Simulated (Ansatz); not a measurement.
Theory: DFT PBE, scalar-relativistic, plane waves, PAW (Ansatz). Settings: cutoff 420 eV, Γ-centred meshes spaced at most about 0.3 Å⁻¹, and about 0.25 Å⁻¹ or finer for metals (2π included), Gaussian smearing. No spin polarisation in the final relaxations.

These are static total energies at zero pressure. All come from trial cells, and lower structures may exist.

Problem. Which of these relaxed structures of In2GaP3 is the lowest in energy?
A.

```
CELL_PARAMETERS angstrom
3.83404 0.00000 0.00000
-1.91702 3.32037 0.00000
0.00000 0.00000 9.35809
ATOMIC_POSITIONS crystal
In 0.66667 0.33333 0.82633
In 0.33333 0.66667 0.17367
Ga 0.00000 0.00000 0.50000
P 0.33333 0.66667 0.64819
P 0.66667 0.33333 0.35181
P 0.00000 0.00000 0.00000
```

B.

```
CELL_PARAMETERS angstrom
-1.92234 1.92234 8.11862
1.92234 -1.92234 8.11862
1.92234 1.92234 -8.11862
ATOMIC_POSITIONS crystal
In 0.66659 0.66659 0.00000
In 0.33341 0.33341 0.00000
Ga 0.00000 0.00000 0.00000
P 0.16101 0.16101 0.00000
P 0.83899 0.83899 0.00000
P 0.50000 0.50000 0.00000
```

C.

```
CELL_PARAMETERS angstrom
-2.04873 2.04873 8.75920
2.04873 -2.04873 8.75920
2.04873 2.04873 -8.75920
ATOMIC_POSITIONS crystal
In 0.83741 0.83741 0.00000
In 0.16259 0.16259 0.00000
Ga 0.50000 0.50000 0.00000
P 0.42544 0.92544 0.50000
P 0.07456 0.57456 0.50000
P 0.75000 0.25000 0.50000
```

Solution. C. It has In and Ga ordered on zinc blende sites, space group I-4m2 (No. 119); the next, A, with In and Ga ordered on rock salt sites, space group P-3m1 (No. 164), lies 293 meV/atom higher. Counting P atoms around Ga and In (those within 1.25 times the shortest such distance or 1.15 times the sum of covalent radii), the lowest has In 4, Ga 4 and the next has In 6, Ga 6.

Cells relaxed within their symmetry can be saddle points. Some candidate types were left out of the draw beforehand, so a known form may be missing.
